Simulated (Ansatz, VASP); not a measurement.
Given: the input of a run of Ansatz 0.2.0 on HgTe (Coloradoite).

Contents of input.yaml:

```yaml
crystal:
  lattice:
    - [0.0, 3.2145, 3.2145]
    - [3.2145, 0.0, 3.2145]
    - [3.2145, 3.2145, 0.0]
  atoms:
    - { symbol: Hg, position: [0.0, 0.0, 0.0] }
    - { symbol: Te, position: [0.75, 0.75, 0.75] }
kpoints:
  mp_grid: { grid: [7, 7, 7] }
scf:
  occupations: { method: gaussian, width: 0.019 }
hamiltonian:
  xc: pbe
  pseudopotentials: { kind: all_electron, lapw: { basis_error: 0.001 } }
output:
  forces: true
  stress: true
  eigenvalues: true
```

Potentials or basis: all-electron LAPW, scalar-relativistic.

Command:

```bash
$ ansatz run input.yaml --threads 1 --pin off --max-ram 3072MiB --backend cpu --events-out ev --progress --plain --runs-dir out
```

Q: Set up the same calculation for VASP 6.6.1. Potentials there: VASP PAW PBE potentials, release 64 (Hg, Te).

A: As run (the cutoff follows the program's own potentials):

File INCAR:

```
PREC = Accurate
ENCUT = 520
EDIFF = 1E-6
ISMEAR = 0
SIGMA = 0.019000000000000003
LREAL = False
LASPH = True
NELM = 100
ALGO = Normal
ISIF = 2
LWAVE = False
LCHARG = True
GGA = PE
LELF = True
LVHAR = True
NBANDS = 16
```

KPOINTS

```
Automatic mesh
0
Gamma
  7 7 7
```

POSCAR

```
HgTe
1.0
    0.0000000000      3.2145000000      3.2145000000
    3.2145000000      0.0000000000      3.2145000000
    3.2145000000      3.2145000000      0.0000000000
Hg Te
1 1
Direct
    0.0000000000      0.0000000000      0.0000000000
    0.7500000000      0.7500000000      0.7500000000
```

Potentials or basis: VASP PAW PBE potentials, release 64 (Hg, Te).

Launch:

```bash
$ cat potpaw_PBE.64/Hg/POTCAR potpaw_PBE.64/Te/POTCAR > POTCAR
$ mpirun -np 1 vasp_std > vasp.out
```

Both were run:

|  | VASP | Ansatz | Ansatz less VASP |
| --- | --- | --- | --- |
| gap on the k mesh at the Fermi level (eV) | none | none | - |
| pressure (GPa) | 4.6 | 4.6 | -0.07 |

A gap of «none» marks a metal or a gap that the smearing closes. Ansatz ran all-electron here, so the differences hold the error of VASP's frozen core and of both bases.

Spin-orbit coupling is left out, which matters for the levels of Hg, Te.
